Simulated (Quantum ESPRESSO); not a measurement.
# SrO (Fm-3m) in Quantum ESPRESSO: further runs

Runs on SrO. Level: rev-vdW-DF2. Tasks: single point, equation of state.

All numbers are computed with Quantum ESPRESSO 7.5; they aren't measurements. Logs are shortened: lines on timing, memory, paths and dates and some standing lists are left out, and cuts for length are marked.

**1. Starting point**

The structure is cubic, space group Fm-3m (No. 225). The conventional cell has a = 5.133 Å, b = 5.133 Å, c = 5.133 Å, α = 90.00°, β = 90.00°, γ = 90.00°. Sr (site symmetry m-3m) has 6 O at 2.57 Å as nearest neighbours. O (site symmetry m-3m) is surrounded by 6 Sr at 2.57 Å.

**2. Single point, rev-vdW-DF2, 15.89 Å³/atom**

Contents of pw.in:

```
&CONTROL
  calculation = 'scf'
  prefix = 'pwscf'
  outdir = './tmp'
  pseudo_dir = './pseudo'
  tprnfor = .true.
  tstress = .true.
  disk_io = 'nowf'
/
&SYSTEM
  ibrav = 0
  nat = 2
  ntyp = 2
  ecutwfc = 84
  nbnd = 14
  input_dft = 'vdw-df2-b86r'
  occupations = 'smearing'
  smearing = 'fd'
  degauss = 0.00367493
/
&ELECTRONS
  conv_thr = 4d-10
  electron_maxstep = 120
  mixing_beta = 0.5
/
ATOMIC_SPECIES
Sr    87.6200 Sr.upf
O     15.9990 O.upf
CELL_PARAMETERS angstrom
   0.0000000000    2.5139118308    2.5139118308
   2.5139118308    0.0000000000    2.5139118308
   2.5139118308    2.5139118308    0.0000000000
ATOMIC_POSITIONS crystal
Sr     0.5000000000    0.5000000000    0.5000000000
O      0.0000000000    0.0000000000    0.0000000000
K_POINTS automatic
9 9 9 0 0 0
```

Potentials or basis: PseudoDojo 0.4.1 SR PBE standard.

Started as:

```bash
> OMP_NUM_THREADS=1 pw.x -in pw.in > pw.out
```

pw.out:

```text
This program is part of the open-source Quantum ESPRESSO suite
     for quantum simulation of materials; please cite
         "P. Giannozzi et al., J. Phys.:Condens. Matter 21 395502 (2009);
         "P. Giannozzi et al., J. Phys.:Condens. Matter 29 465901 (2017);
         "P. Giannozzi et al., J. Chem. Phys. 152 154105 (2020);
     in publications or presentations arising from this work. More details at

     IMPORTANT: XC functional enforced from input :
     Exchange-correlation= VDW-DF2-B86R
                           (   1   4  26   0   2   0   0)
     Any further DFT definition will be discarded
     Please, verify this is what you really want

     Message from routine setup:
     using ibrav=0 with symmetry is DISCOURAGED, use correct ibrav instead

     G-vector sticks info
     --------------------
     sticks:   dense  smooth     PW     G-vecs:    dense   smooth      PW
     Sum        1039    1039    313                22227    22227    3695

     Using Slab Decomposition

     bravais-lattice index     =            0
     lattice parameter (alat)  =       6.7184  a.u.
     unit-cell volume          =     214.4256 (a.u.)^3
     number of atoms/cell      =            2
     number of atomic types    =            2
     number of electrons       =        16.00
     number of Kohn-Sham states=           14
     kinetic-energy cutoff     =      84.0000  Ry
     charge density cutoff     =     336.0000  Ry
     scf convergence threshold =      4.0E-10
     mixing beta               =       0.5000
     number of iterations used =            8  plain     mixing
     Exchange-correlation= VDW-DF2-B86R
                           (   1   4  26   0   2   0   0)

     celldm(1)=   6.718370  celldm(2)=   0.000000  celldm(3)=   0.000000
     celldm(4)=   0.000000  celldm(5)=   0.000000  celldm(6)=   0.000000

     crystal axes: (cart. coord. in units of alat)
               a(1) = (   0.000000   0.707107   0.707107 )
               a(2) = (   0.707107   0.000000   0.707107 )
               a(3) = (   0.707107   0.707107   0.000000 )

     reciprocal axes: (cart. coord. in units 2 pi/alat)
               b(1) = ( -0.707107  0.707107  0.707107 )
               b(2) = (  0.707107 -0.707107  0.707107 )
               b(3) = (  0.707107  0.707107 -0.707107 )

     PseudoPot. # 1 for Sr read from file:
     Sr.upf
     Pseudo is Norm-conserving + core correction, Zval = 10.0
     Generated using ONCVPSP code by D. R. Hamann
     Using radial grid of 1834 points,  6 beta functions with:
                l(1) =   0
                l(2) =   0
                l(3) =   1
                l(4) =   1
                l(5) =   2
                l(6) =   2

     PseudoPot. # 2 for O  read from file:
     O.upf
     Pseudo is Norm-conserving + core correction, Zval =  6.0
     Generated using ONCVPSP code by D. R. Hamann
     Using radial grid of  936 points,  5 beta functions with:
                l(1) =   0
                l(2) =   0
                l(3) =   1
                l(4) =   1
                l(5) =   2

     atomic species   valence    mass     pseudopotential
     Sr               10.00    87.62000     Sr( 1.00)
     O                 6.00    15.99900     O ( 1.00)

     48 Sym. Ops., with inversion, found

   Cartesian axes

     site n.     atom                  positions (alat units)
         1        Sr     tau(   1) = (   0.7071068   0.7071068   0.7071068  )
         2        O      tau(   2) = (   0.0000000   0.0000000   0.0000000  )

     number of k points=    35  Fermi-Dirac smearing, width (Ry)=  0.0037
                       cart. coord. in units 2pi/alat
        k(    1) = (   0.0000000   0.0000000   0.0000000), wk =   0.0027435
        k(    2) = (   0.0785674   0.0785674  -0.0785674), wk =   0.0219479
        k(    3) = (   0.1571348   0.1571348  -0.1571348), wk =   0.0219479
        k(    4) = (   0.2357023   0.2357023  -0.2357023), wk =   0.0219479
        k(    5) = (   0.3142697   0.3142697  -0.3142697), wk =   0.0219479
        k(    6) = (   0.1571348   0.0000000  -0.0000000), wk =   0.0164609
[... 27 lines left out ...]
        k(   34) = (  -0.0000000  -0.4714045   0.6285394), wk =   0.0658436
        k(   35) = (  -0.0785674  -0.3928371   0.7071068), wk =   0.0658436

     Dense  grid:    22227 G-vectors     FFT dimensions: (  40,  40,  40)

     Initial potential from superposition of free atoms

     starting charge      15.9917, renormalised to      16.0000

     %%%%%%%%%%%%%%%%%%%%%%%%%%%%%%%%%%%%%%%%%%%%%%%%%%%%%%%%%%%%%%%%%%%%%%%%
     %                                                                      %
     % You are using vdW-DF, which was implemented by the Thonhauser group. %
     % Please cite the following two papers that made this development      %
     % possible and the two reviews that describe the various versions:     %
     %                                                                      %
     %   T. Thonhauser et al., PRL 115, 136402 (2015).                      %
     %   T. Thonhauser et al., PRB 76, 125112 (2007).                       %
     %   K. Berland et al., Rep. Prog. Phys. 78, 066501 (2015).             %
     %   D.C. Langreth et al., J. Phys.: Condens. Matter 21, 084203 (2009). %
     %                                                                      %
     % If you are calculating stress with vdW-DF, please also cite:         %
     %                                                                      %
     %   R. Sabatini et al., J. Phys.: Condens. Matter 24, 424209 (2012).   %
     %                                                                      %
     %%%%%%%%%%%%%%%%%%%%%%%%%%%%%%%%%%%%%%%%%%%%%%%%%%%%%%%%%%%%%%%%%%%%%%%%

     %%%%%%%%%%%%%%%%%%%%%%%%%%%%%%%%%%%%%%%%%%%%%%%%%%%%%%%%%%%%%%%%%%%%%%%%
     %                                                                      %
     %  vdW-DF NEWS:                                                        %
     %                                                                      %
     %  * vdW-DF3 is now available. DOI: 10.1021/acs.jctc.0c00471           %
     %    use with input_dft = 'vdW-DF3-opt1' or 'vdW-DF3-opt2'             %
     %                                                                      %
     %  * Unscreened and range-separated hybrid vdW-DF-cx functionals       %
     %    DOI: 10.1063/1.4986522 and 10.1088/1361-648X/ac2ad2               %
     %    use with input_dft = 'vdW-DF-cx0'    and 'vdW-DF-ahcx'            %
     %  * Unscreened and range-separated hybrid vdW-DF2-b86r functionals    %
     %    DOI: 10.1063/1.4986522 and DOI: 10.1103/PhysRevX.12.041003        %
     %    use with input_dft = 'vdW-DF2-br0' and 'vdW-DF2-ahbr'             %
     %                                                                      %
     %%%%%%%%%%%%%%%%%%%%%%%%%%%%%%%%%%%%%%%%%%%%%%%%%%%%%%%%%%%%%%%%%%%%%%%%

     Starting wfcs are    9 randomized atomic wfcs +    5 random wfcs

     Self-consistent Calculation

     iteration #  1     ecut=    84.00 Ry     beta= 0.50
     Davidson diagonalization with overlap
     ethr =  1.00E-02,  avg # of iterations =  7.1

     total energy              =    -101.65794479 Ry
     estimated scf accuracy    <       0.58486295 Ry

     iteration #  2     ecut=    84.00 Ry     beta= 0.50
     Davidson diagonalization with overlap
     ethr =  3.66E-03,  avg # of iterations =  2.2

     total energy              =    -101.80104702 Ry
     estimated scf accuracy    <       0.37601848 Ry

     iteration #  3     ecut=    84.00 Ry     beta= 0.50
     Davidson diagonalization with overlap
     ethr =  2.35E-03,  avg # of iterations =  2.0

     total energy              =    -101.87251452 Ry
     estimated scf accuracy    <       0.00933920 Ry

     iteration #  4     ecut=    84.00 Ry     beta= 0.50
     Davidson diagonalization with overlap
     ethr =  5.84E-05,  avg # of iterations =  3.1

     total energy              =    -101.87404537 Ry
     estimated scf accuracy    <       0.00668271 Ry

     iteration #  5     ecut=    84.00 Ry     beta= 0.50
     Davidson diagonalization with overlap
     ethr =  4.18E-05,  avg # of iterations =  1.0
[... 22 lines left out ...]
     total energy              =    -101.87454002 Ry
     estimated scf accuracy    <       0.00000007 Ry

     iteration #  9     ecut=    84.00 Ry     beta= 0.50
     Davidson diagonalization with overlap
     ethr =  4.12E-10,  avg # of iterations =  2.2

     total energy              =    -101.87454004 Ry
     estimated scf accuracy    <       0.00000001 Ry

     iteration # 10     ecut=    84.00 Ry     beta= 0.50
     Davidson diagonalization with overlap
     ethr =  6.94E-11,  avg # of iterations =  1.6

     total energy              =    -101.87454004 Ry
     estimated scf accuracy    <          1.8E-09 Ry

     iteration # 11     ecut=    84.00 Ry     beta= 0.50
     Davidson diagonalization with overlap
     ethr =  1.11E-11,  avg # of iterations =  2.0

     End of self-consistent calculation

          k = 0.0000 0.0000 0.0000 (  2741 PWs)   bands (ev):

   -23.3374  -6.4051  -4.9093  -4.9093  -4.9093   8.6800   8.6800   8.6800
    13.1794  15.0433  15.0433  15.0433  17.4254  17.4254

          k = 0.0786 0.0786-0.0786 (  2758 PWs)   bands (ev):

   -23.3159  -6.7090  -4.9208  -4.9208  -4.6574   8.3011   8.5047   8.5047
    13.7612  14.9056  15.3027  15.3027  17.7856  17.7856

          k = 0.1571 0.1571-0.1571 (  2788 PWs)   bands (ev):

   -23.2607  -7.2647  -4.9495  -4.9495  -4.2337   7.5405   8.1033   8.1033
    14.8171  15.1059  16.0282  16.0282  18.7122  18.7122

          k = 0.2357 0.2357-0.2357 (  2788 PWs)   bands (ev):

   -23.1967  -7.7499  -4.9815  -4.9815  -3.8992   6.8482   7.7023   7.7023
    15.0918  16.5578  17.0220  17.0220  19.9085  19.9085

          k = 0.3143 0.3143-0.3143 (  2794 PWs)   bands (ev):

   -23.1543  -8.0247  -5.0021  -5.0021  -3.7229   6.4519   7.4648   7.4648
    15.4733  17.5204  17.8175  17.8175  21.0732  21.0732

          k = 0.1571 0.0000-0.0000 (  2766 PWs)   bands (ev):

   -23.3088  -6.7502  -4.9646  -4.9646  -4.5715   7.9892   8.6251   8.6251
    13.8276  14.4337  15.6097  15.6097  17.6054  18.1710

          k = 0.2357 0.0786-0.0786 (  2779 PWs)   bands (ev):
[... 104 lines left out ...]
          k =-0.2357-0.3928 0.5500 (  2789 PWs)   bands (ev):

   -23.1301  -7.7551  -5.3307  -5.1360  -4.0488   6.9651   7.6575   7.9143
    15.0516  16.1000  18.3358  18.5430  20.8630  21.8584

          k = 0.4714 0.1571-0.0000 (  2791 PWs)   bands (ev):

   -23.1465  -7.3387  -5.3416  -5.2615  -4.5244   7.4941   8.0813   8.4641
    13.1065  16.4006  18.2027  18.6839  19.4937  20.7089

          k =-0.1571-0.4714 0.6285 (  2789 PWs)   bands (ev):

   -23.1142  -7.3868  -5.5384  -5.3741  -4.4093   7.5288   7.9764   8.2776
    13.7298  16.5228  18.0783  19.2480  20.3365  22.1328

          k =-0.0786-0.3928 0.5500 (  2782 PWs)   bands (ev):

   -23.1063  -7.4651  -5.6561  -5.3213  -4.2590   7.2934   7.9592   8.2015
    14.8272  15.5876  18.2586  19.1212  20.7581  22.3412

          k = 0.0000-0.3143 0.4714 (  2783 PWs)   bands (ev):

   -23.1266  -7.5577  -5.5493  -5.1827  -4.1568   7.1433   7.7105   8.3171
    14.6777  15.9276  18.0332  18.3764  20.5914  22.3196

          k =-0.0786-0.5500 0.7071 (  2794 PWs)   bands (ev):

   -23.1000  -6.9490  -5.8448  -5.4482  -4.8284   8.0969   8.2832   8.5097
    12.6740  17.2227  17.9510  19.7951  20.1412  21.7720

          k =-0.0000-0.4714 0.6285 (  2793 PWs)   bands (ev):

   -23.0943  -7.1002  -5.9177  -5.4629  -4.5302   7.7002   8.3078   8.3509
    13.5370  16.5591  17.8464  19.9979  20.3536  22.3778

          k =-0.0786-0.3928 0.7071 (  2774 PWs)   bands (ev):

   -23.0962  -7.2144  -5.6896  -5.6738  -4.3443   7.4654   8.2285   8.3570
    14.3932  15.5044  17.9281  20.0733  20.6249  22.2907

     the Fermi energy is     9.9067 ev

!    total energy              =    -101.87454004 Ry
     estimated scf accuracy    <          5.9E-11 Ry
     smearing contrib. (-TS)   =      -0.00000000 Ry
     internal energy E=F+TS    =    -101.87454004 Ry

     The total energy is F=E-TS. E is the sum of the following terms:
     one-electron contribution =     -12.91325482 Ry
     hartree contribution      =      15.87041458 Ry
     xc contribution           =     -25.44084219 Ry
     ewald contribution        =     -79.39085761 Ry

     convergence has been achieved in  11 iterations

     Forces acting on atoms (cartesian axes, Ry/au):

     atom    1 type  1   force =    -0.00000000    0.00000000    0.00000000
     atom    2 type  2   force =    -0.00000000    0.00000000   -0.00000000

     Total force =     0.000000     Total SCF correction =     0.000000

     Computing stress (Cartesian axis) and pressure

          total   stress  (Ry/bohr**3)                   (kbar)     P=       79.75
   0.00054214  -0.00000000  -0.00000000           79.75       -0.00       -0.00
  -0.00000000   0.00054214   0.00000000           -0.00       79.75        0.00
  -0.00000000  -0.00000000   0.00054214           -0.00       -0.00       79.75

=------------------------------------------------------------------------------=
   JOB DONE.
=------------------------------------------------------------------------------=
```

It took 1.8 min on 1 thread of Intel Xeon Platinum 8375C at 2.90GHz (Ice Lake), shared host; peak memory 0.11 GiB.

Results:

```
Free energy            : -1386.0737 eV
Pressure               : 8.0 GPa
Band gap on the k mesh : 3.29 eV, indirect (least direct gap 3.32 eV)
```

Caveat: the potentials were made for another functional, which shifts forces and pressure; an odd mesh through Γ misses points on the zone boundary, where band edges often lie.

**3. Single point, rev-vdW-DF2, 16.23 Å³/atom**

Changes to pw.in since step 2:

```diff
@@ -29,5 +29,5 @@
 CELL_PARAMETERS angstrom
-   0.0000000000    2.5139118308    2.5139118308
-   2.5139118308    0.0000000000    2.5139118308
-   2.5139118308    2.5139118308    0.0000000000
+   0.0000000000    2.5316160185    2.5316160185
+   2.5316160185    0.0000000000    2.5316160185
+   2.5316160185    2.5316160185    0.0000000000
 ATOMIC_POSITIONS crystal
```

Potentials or basis: PseudoDojo 0.4.1 SR PBE standard.

Started as:

```bash
> OMP_NUM_THREADS=1 pw.x -in pw.in > pw.out
```

Wall time 1.7 min (1 thread of Intel Xeon Platinum 8375C at 2.90GHz (Ice Lake), shared host); peak memory 0.11 GiB.

The run converged. Its results:

```
Free energy            : -1386.1021 eV
Pressure               : 5.5 GPa
Band gap on the k mesh : 3.30 eV, indirect (least direct gap 3.35 eV)
```

Caveat: the potentials were made for another functional, which shifts forces and pressure; an odd mesh through Γ misses points on the zone boundary, where band edges often lie.

**4. Single point, rev-vdW-DF2, 16.56 Å³/atom**

Changes to pw.in since step 3:

```diff
@@ -29,5 +29,5 @@
 CELL_PARAMETERS angstrom
-   0.0000000000    2.5316160185    2.5316160185
-   2.5316160185    0.0000000000    2.5316160185
-   2.5316160185    2.5316160185    0.0000000000
+   0.0000000000    2.5490759911    2.5490759911
+   2.5490759911    0.0000000000    2.5490759911
+   2.5490759911    2.5490759911    0.0000000000
 ATOMIC_POSITIONS crystal
```

Started as:

```bash
> OMP_NUM_THREADS=1 pw.x -in pw.in > pw.out
```

Run time: 1.7 min. Hardware: 1 thread of Intel Xeon Platinum 8375C at 2.90GHz (Ice Lake), shared host; peak memory 0.11 GiB.

The run converged. Its results:

| Property | Result |
| --- | --- |
| Free energy | -1386.1203 eV |
| Pressure | 3.2 GPa |
| Band gap on the k mesh | 3.32 eV, indirect (least direct gap 3.38 eV) |

Caveat: the potentials were made for another functional, which shifts forces and pressure; an odd mesh through Γ misses points on the zone boundary, where band edges often lie.

**5. Single point, rev-vdW-DF2, 16.90 Å³/atom**

Changes to pw.in since step 4:

```diff
@@ -29,5 +29,5 @@
 CELL_PARAMETERS angstrom
-   0.0000000000    2.5490759911    2.5490759911
-   2.5490759911    0.0000000000    2.5490759911
-   2.5490759911    2.5490759911    0.0000000000
+   0.0000000000    2.5663000000    2.5663000000
+   2.5663000000    0.0000000000    2.5663000000
+   2.5663000000    2.5663000000    0.0000000000
 ATOMIC_POSITIONS crystal
```

Started as:

```bash
> OMP_NUM_THREADS=1 pw.x -in pw.in > pw.out
```

Wall time 2 min (1 thread of Intel Xeon Platinum 8375C at 2.90GHz (Ice Lake), shared host); peak memory 0.13 GiB.

Results (log left out):

- Free energy: -1386.1296 eV
- Pressure: 1.2 GPa
- Band gap on the k mesh: 3.33 eV, indirect (least direct gap 3.41 eV)

Caveat: the potentials were made for another functional, which shifts forces and pressure; an odd mesh through Γ misses points on the zone boundary, where band edges often lie.

**6. Single point, rev-vdW-DF2, 17.24 Å³/atom**

Changes to pw.in since step 5:

```diff
@@ -29,5 +29,5 @@
 CELL_PARAMETERS angstrom
-   0.0000000000    2.5663000000    2.5663000000
-   2.5663000000    0.0000000000    2.5663000000
-   2.5663000000    2.5663000000    0.0000000000
+   0.0000000000    2.5832958595    2.5832958595
+   2.5832958595    0.0000000000    2.5832958595
+   2.5832958595    2.5832958595    0.0000000000
 ATOMIC_POSITIONS crystal
```

Potentials or basis: PseudoDojo 0.4.1 SR PBE standard.

Started as:

```bash
> OMP_NUM_THREADS=1 pw.x -in pw.in > pw.out
```

Run time: 2.2 min. Hardware: 1 thread of Intel Xeon Platinum 8375C at 2.90GHz (Ice Lake), shared host; peak memory 0.13 GiB.

The run converged. Its results:

| Quantity | Value |
| --- | --- |
| Free energy | -1386.1307 eV |
| Pressure | -0.6 GPa |
| Band gap on the k mesh | 3.34 eV, indirect (least direct gap 3.43 eV) |

Caveat: the potentials were made for another functional, which shifts forces and pressure; an odd mesh through Γ misses points on the zone boundary, where band edges often lie.

**7. Single point, rev-vdW-DF2, 17.58 Å³/atom**

Changes to pw.in since step 6:

```diff
@@ -29,5 +29,5 @@
 CELL_PARAMETERS angstrom
-   0.0000000000    2.5832958595    2.5832958595
-   2.5832958595    0.0000000000    2.5832958595
-   2.5832958595    2.5832958595    0.0000000000
+   0.0000000000    2.6000709780    2.6000709780
+   2.6000709780    0.0000000000    2.6000709780
+   2.6000709780    2.6000709780    0.0000000000
 ATOMIC_POSITIONS crystal
```

Started as:

```bash
> OMP_NUM_THREADS=1 pw.x -in pw.in > pw.out
```

It took 2.1 min on 1 thread of Intel Xeon Platinum 8375C at 2.90GHz (Ice Lake), shared host; peak memory 0.13 GiB.

Results (log left out):

```
Free energy            : -1386.1246 eV
Pressure               : -2.3 GPa
Band gap on the k mesh : 3.34 eV, indirect (least direct gap 3.45 eV)
```

Caveat: the potentials were made for another functional, which shifts forces and pressure; an odd mesh through Γ misses points on the zone boundary, where band edges often lie.

**8. Single point, rev-vdW-DF2, 17.92 Å³/atom**

Changes to pw.in since step 7:

```diff
@@ -29,5 +29,5 @@
 CELL_PARAMETERS angstrom
-   0.0000000000    2.6000709780    2.6000709780
-   2.6000709780    0.0000000000    2.6000709780
-   2.6000709780    2.6000709780    0.0000000000
+   0.0000000000    2.6166323862    2.6166323862
+   2.6166323862    0.0000000000    2.6166323862
+   2.6166323862    2.6166323862    0.0000000000
 ATOMIC_POSITIONS crystal
```

Started as:

```bash
> OMP_NUM_THREADS=1 pw.x -in pw.in > pw.out
```

It took 1.9 min on 1 thread of Intel Xeon Platinum 8375C at 2.90GHz (Ice Lake), shared host; peak memory 0.14 GiB.

Results (log left out):

| Item | Value |
| --- | --- |
| Free energy | -1386.1119 eV |
| Pressure | -3.7 GPa |
| Band gap on the k mesh | 3.35 eV, indirect (least direct gap 3.46 eV) |

Caveat: the potentials were made for another functional, which shifts forces and pressure; an odd mesh through Γ misses points on the zone boundary, where band edges often lie.

**9. Equation of state, rev-vdW-DF2**

Potentials or basis: PseudoDojo 0.4.1 SR PBE standard.

This step only gathers the single runs of the series.

Results:

```yaml
Equilibrium_volume: 17.12 Å³/atom
Bulk_modulus: 90 GPa
Pressure_derivative_of_the_bulk_modulus: 4.5
```

Energy against volume, from the lowest point:
```
volume (Å³/atom)  energy (meV/atom)
          15.887              28.49
          16.225              14.32
          16.563               5.19
          16.901               0.57
          17.239               0.00
          17.577               3.06
          17.915               9.38
```

Caveat: the potentials were made for another functional, which shifts forces and pressure. Zero-point motion and thermal expansion aren't in these numbers.
